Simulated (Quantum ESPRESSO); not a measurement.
# C in Quantum ESPRESSO: phonons with PBE

Aim: the phonons of C with PBE.

Program: Quantum ESPRESSO 7.5. These are calculated values, not measurements. Logs are shortened: lines on timing, memory, paths and dates and some standing lists are left out, and cuts for length are marked.

### 1 Starting point

The cell holds a slab with vacuum, 2 atoms: a = 2.435 Å, b = 2.435 Å, c = 14.000 Å, α = 90.00°, β = 90.00°, γ = 120.00°.

The cell was built by a generator and needn't be a form met in nature.

### 2 Phonons, PBE

The input, pw.in:

```
&CONTROL
  calculation = 'scf'
  prefix = 'pwscf'
  outdir = './tmp'
  pseudo_dir = './pseudo'
  tprnfor = .true.
  tstress = .true.
  disk_io = 'low'
/
&SYSTEM
  ibrav = 0
  celldm(1) = 8
  nat = 2
  ntyp = 1
  ecutwfc = 82
  nbnd = 9
  occupations = 'smearing'
  smearing = 'gaussian'
  degauss = 0.02204959
/
&ELECTRONS
  conv_thr = 4d-10
  electron_maxstep = 120
  mixing_beta = 0.5
/
ATOMIC_SPECIES
C     12.0110 C.upf
CELL_PARAMETERS alat
  0.5752798754892   0.0000000000000   0.0000000000000
 -0.2876399377446   0.4982069864596   0.0000000000000
  0.0000000000000   0.0000000000000   3.3070207180951
ATOMIC_POSITIONS crystal
C      0.3333333333    0.6666666667    0.5000000000
C      0.6666666667    0.3333333333    0.5000000000
K_POINTS automatic
54 54 1 0 0 0
```

The input, scf2.in:

```
&CONTROL
  calculation = 'scf'
  prefix = 'pwscf'
  outdir = './tmp'
  pseudo_dir = './pseudo'
  tprnfor = .true.
  tstress = .true.
  disk_io = 'low'
/
&SYSTEM
  ibrav = 0
  celldm(1) = 8
  nat = 2
  ntyp = 1
  ecutwfc = 82
  nbnd = 9
  occupations = 'smearing'
  smearing = 'gaussian'
  degauss = 0.02204959
/
&ELECTRONS
  conv_thr = 1d-13
  electron_maxstep = 120
  mixing_beta = 0.5
  startingpot = 'file'
  startingwfc = 'file'
/
ATOMIC_SPECIES
C     12.0110 C.upf
CELL_PARAMETERS alat
  0.5752798754892   0.0000000000000   0.0000000000000
 -0.2876399377446   0.4982069864596   0.0000000000000
  0.0000000000000   0.0000000000000   3.3070207180951
ATOMIC_POSITIONS crystal
C      0.3333333333    0.6666666667    0.5000000000
C      0.6666666667    0.3333333333    0.5000000000
K_POINTS automatic
54 54 1 0 0 0
```

The input, ph.in:

```
phonons of C
&INPUTPH
  prefix = 'pwscf'
  outdir = './tmp'
  tr2_ph = 1d-18
  fildyn = 'dyn'
  niter_ph = 90
  alpha_mix(1) = 0.4
/
0.0000000000 0.0000000000 0.0000000000
```

The input, dynmat.in:

```
&INPUT
  fildyn = 'dyn'
  asr = 'crystal'
  filout = 'dynmat.disp'
  fileig = 'dynmat.eig'
/
```

Potentials or basis: PseudoDojo 0.4.1 SR PBE standard.

Run with:

```bash
$ OMP_NUM_THREADS=1 mpirun -n 8 pw.x -nk 8 -in pw.in > pw.out
$ OMP_NUM_THREADS=1 mpirun -n 8 pw.x -nk 8 -in scf2.in > scf2.out
$ OMP_NUM_THREADS=1 mpirun -n 8 ph.x -nk 8 -in ph.in > ph.out
$ OMP_NUM_THREADS=1 mpirun -n 1 dynmat.x -in dynmat.in > dynmat.out
```

pw.out:

```text
This program is part of the open-source Quantum ESPRESSO suite
     for quantum simulation of materials; please cite
[... 6 lines left out ...]
     using ibrav=0 with symmetry is DISCOURAGED, use correct ibrav instead

     K-points division:     npool     =       8
     Subspace diagonalization in iterative solution of the eigenvalue problem:
     a serial algorithm will be used

     G-vector sticks info
     --------------------
     sticks:   dense  smooth     PW     G-vecs:    dense   smooth      PW
     Sum         475     475    151                48567    48567    8153

     Using Slab Decomposition

     bravais-lattice index     =            0
     lattice parameter (alat)  =       8.0000  a.u.
     unit-cell volume          =     485.2839 (a.u.)^3
     number of atoms/cell      =            2
     number of atomic types    =            1
     number of electrons       =         8.00
     number of Kohn-Sham states=            9
     kinetic-energy cutoff     =      82.0000  Ry
     charge density cutoff     =     328.0000  Ry
     scf convergence threshold =      4.0E-10
     mixing beta               =       0.5000
     number of iterations used =            8  plain     mixing
     Exchange-correlation= PBE
                           (   1   4   3   4   0   0   0)

     celldm(1)=   8.000000  celldm(2)=   0.000000  celldm(3)=   0.000000
     celldm(4)=   0.000000  celldm(5)=   0.000000  celldm(6)=   0.000000

     crystal axes: (cart. coord. in units of alat)
               a(1) = (   0.575280   0.000000   0.000000 )
               a(2) = (  -0.287640   0.498207   0.000000 )
               a(3) = (   0.000000   0.000000   3.307021 )

     reciprocal axes: (cart. coord. in units 2 pi/alat)
               b(1) = (  1.738284  1.003599 -0.000000 )
               b(2) = (  0.000000  2.007198  0.000000 )
               b(3) = (  0.000000 -0.000000  0.302387 )

     PseudoPot. # 1 for C  read from file:
     C.upf
     Pseudo is Norm-conserving + core correction, Zval =  4.0
     Generated using ONCVPSP code by D. R. Hamann
     Using radial grid of 1248 points,  4 beta functions with:
                l(1) =   0
                l(2) =   0
                l(3) =   1
                l(4) =   1

     atomic species   valence    mass     pseudopotential
     C                 4.00    12.01100     C ( 1.00)

     24 Sym. Ops., with inversion, found

   Cartesian axes

     site n.     atom                  positions (alat units)
         1        C      tau(   1) = (  -0.0000000   0.3321380   1.6535104  )
         2        C      tau(   2) = (   0.2876399   0.1660690   1.6535104  )

     number of k points=   271  Gaussian smearing, width (Ry)=  0.0220

     Number of k-points >= 100: set verbosity='high' to print them.

     Dense  grid:    48567 G-vectors     FFT dimensions: (  27,  27, 160)

     Initial potential from superposition of free atoms

     starting charge       7.9999, renormalised to       8.0000

     negative rho (up, down):  1.219E-05 0.000E+00
     Starting wfcs are    8 randomized atomic wfcs +    1 random wfcs

     Self-consistent Calculation

     iteration #  1     ecut=    82.00 Ry     beta= 0.50
     Davidson diagonalization with overlap
     ethr =  1.00E-02,  avg # of iterations =  7.9

     negative rho (up, down):  4.902E-06 0.000E+00

     total energy              =     -24.08398326 Ry
     estimated scf accuracy    <       0.21811818 Ry

     iteration #  2     ecut=    82.00 Ry     beta= 0.50
     Davidson diagonalization with overlap
     ethr =  2.73E-03,  avg # of iterations =  2.4

     negative rho (up, down):  9.404E-07 0.000E+00

     total energy              =     -24.09067592 Ry
     estimated scf accuracy    <       0.01968825 Ry

     iteration #  3     ecut=    82.00 Ry     beta= 0.50
     Davidson diagonalization with overlap
     ethr =  2.46E-04,  avg # of iterations =  6.6

     total energy              =     -24.09409743 Ry
     estimated scf accuracy    <       0.00060067 Ry

     iteration #  4     ecut=    82.00 Ry     beta= 0.50
     Davidson diagonalization with overlap
     ethr =  7.51E-06,  avg # of iterations =  6.0

     total energy              =     -24.09413180 Ry
     estimated scf accuracy    <       0.00009335 Ry

     iteration #  5     ecut=    82.00 Ry     beta= 0.50
     Davidson diagonalization with overlap
     ethr =  1.17E-06,  avg # of iterations =  4.3

     total energy              =     -24.09415123 Ry
     estimated scf accuracy    <       0.00000168 Ry

     iteration #  6     ecut=    82.00 Ry     beta= 0.50
     Davidson diagonalization with overlap
     ethr =  2.10E-08,  avg # of iterations =  2.3

     total energy              =     -24.09415158 Ry
     estimated scf accuracy    <       0.00000005 Ry

     iteration #  7     ecut=    82.00 Ry     beta= 0.50
     Davidson diagonalization with overlap
     ethr =  6.58E-10,  avg # of iterations =  3.1

     total energy              =     -24.09415160 Ry
     estimated scf accuracy    <          3.4E-09 Ry

     iteration #  8     ecut=    82.00 Ry     beta= 0.50
     Davidson diagonalization with overlap
     ethr =  4.28E-11,  avg # of iterations =  2.4

     End of self-consistent calculation

     Number of k-points >= 100: set verbosity='high' to print the bands.

     the Fermi energy is    -1.3853 ev

!    total energy              =     -24.09415160 Ry
     estimated scf accuracy    <          8.2E-11 Ry
     smearing contrib. (-TS)   =      -0.00005943 Ry
     internal energy E=F+TS    =     -24.09409217 Ry

     The total energy is F=E-TS. E is the sum of the following terms:
     one-electron contribution =    -147.37863070 Ry
     hartree contribution      =      75.27622684 Ry
     xc contribution           =      -8.63630875 Ry
     ewald contribution        =      56.64462044 Ry

     convergence has been achieved in   8 iterations

     Forces acting on atoms (cartesian axes, Ry/au):

     atom    1 type  1   force =     0.00000000    0.00000000    0.00000000
     atom    2 type  1   force =    -0.00000000   -0.00000000    0.00000000

     Total force =     0.000000     Total SCF correction =     0.000000

     Computing stress (Cartesian axis) and pressure

          total   stress  (Ry/bohr**3)                   (kbar)     P=       26.00
   0.00026633  -0.00000000   0.00000000           39.18       -0.00        0.00
  -0.00000000   0.00026633   0.00000000           -0.00       39.18        0.00
   0.00000000   0.00000000  -0.00000243            0.00        0.00       -0.36

=------------------------------------------------------------------------------=
   JOB DONE.
=------------------------------------------------------------------------------=
```

Wall time 3 min (8 MPI ranks of Intel Xeon 6975P-C (Granite Rapids), shared host); peak memory 0.88 GiB.

What came out:

```yaml
Free_energy: -327.8176 eV
Band_gap_on_the_k_mesh: none (metal or under the smearing width)
Highest_phonon_frequency_at_Γ: 1634 cm⁻¹
```

Phonon frequencies in cm⁻¹ (negative: imaginary):
| q point | frequencies |
| --- | --- |
| (0.000, 0.000, 0.000) | 0 0 3 874 1634 1634 |

Optical modes at Γ, degenerate ones joined:
| cm⁻¹ | components | symmetry | active in |
| --- | --- | --- | --- |
| 874 | 1 | B1g | silent |
| 1634 | 2 | E2g | Raman |

Caveat: the mesh is thin for the phonons of a metal.
